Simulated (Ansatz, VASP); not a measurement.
This is a calculation of Cl for Ansatz 0.2.0.

Contents of input.yaml:

```yaml
crystal:
  lattice:
    - [3.2066823265, -2.2941288504, 0.0]
    - [3.2066823265, 2.2941288504, 0.0]
    - [0.0, 0.0, 8.3710212721]
  atoms:
    - { symbol: Cl, position: [0.37, 0.63, 0.4] }
    - { symbol: Cl, position: [0.13, 0.87, 0.9] }
    - { symbol: Cl, position: [0.63, 0.37, 0.6] }
    - { symbol: Cl, position: [0.87, 0.13, 0.1] }
kpoints:
  mp_grid: { grid: [7, 7, 4] }
scf:
  occupations: { method: fermi_dirac, width: 0.05 }
hamiltonian:
  xc: lda
  pseudopotentials: { kind: all_electron, lapw: { basis_error: 0.002 } }
output:
  forces: true
  stress: true
  eigenvalues: true
```

Potentials or basis: all-electron LAPW, scalar-relativistic.

The run is started by

```sh
$ ansatz run input.yaml --threads 2 --pin off --max-ram 8192MiB --backend cpu --events-out ev --progress --plain --runs-dir out
```

Task: Set up the same calculation for VASP 6.6.1. Potentials there: VASP PAW LDA potentials, release 64 (Cl).

Result: As run (the cutoff follows the program's own potentials):

File INCAR:

```
SYSTEM = Cl
ALGO = Normal
EDIFF = 1E-6
ENCUT = 520
GGA = CA
ISIF = 2
ISMEAR = -1
LASPH = .True.
LCHARG = .True.
LELF = .True.
LREAL = .False.
LVHAR = .True.
LWAVE = .False.
NBANDS = 22
NELM = 100
PREC = Accurate
SIGMA = 0.05
```

Contents of KPOINTS:

```
k-points
0
Gamma
  7 7 4
  0 0 0
```

Contents of POSCAR:

```
Cl
1.0
    3.2066823265     -2.2941288504      0.0000000000
    3.2066823265      2.2941288504      0.0000000000
    0.0000000000      0.0000000000      8.3710212721
Cl
4
Direct
    0.3700000000      0.6300000000      0.4000000000
    0.1300000000      0.8700000000      0.9000000000
    0.6300000000      0.3700000000      0.6000000000
    0.8700000000      0.1300000000      0.1000000000
```

Potentials or basis: VASP PAW LDA potentials, release 64 (Cl).

Launch:

```sh
$ cat potpaw_LDA.64/Cl/POTCAR > POTCAR
$ mpirun -np 1 vasp_std > vasp.out
```

Both were run:

|  | VASP | Ansatz | Ansatz less VASP |
| --- | --- | --- | --- |
| gap on the k mesh at the Fermi level (eV) | 2.16 | 2.14 | -0.018 |
| least direct gap on the mesh (eV) | 2.21 | 2.19 | -0.017 |
| pressure (GPa) | -3.8 | -3.5 | +0.25 |
| largest component of the traceless stress (GPa) | 2.50 | 2.32 | -0.181 |
| rms of the force components (eV/Å) | 0.522 | 0.460 | -0.0623 |

Atom by atom the forces differ by 0.063 eV/Å (rms over components). Ansatz ran all-electron here, so the differences hold the error of VASP's frozen core and of both bases.

Caveats: an odd mesh through Γ misses points on the zone boundary, where band edges often lie.
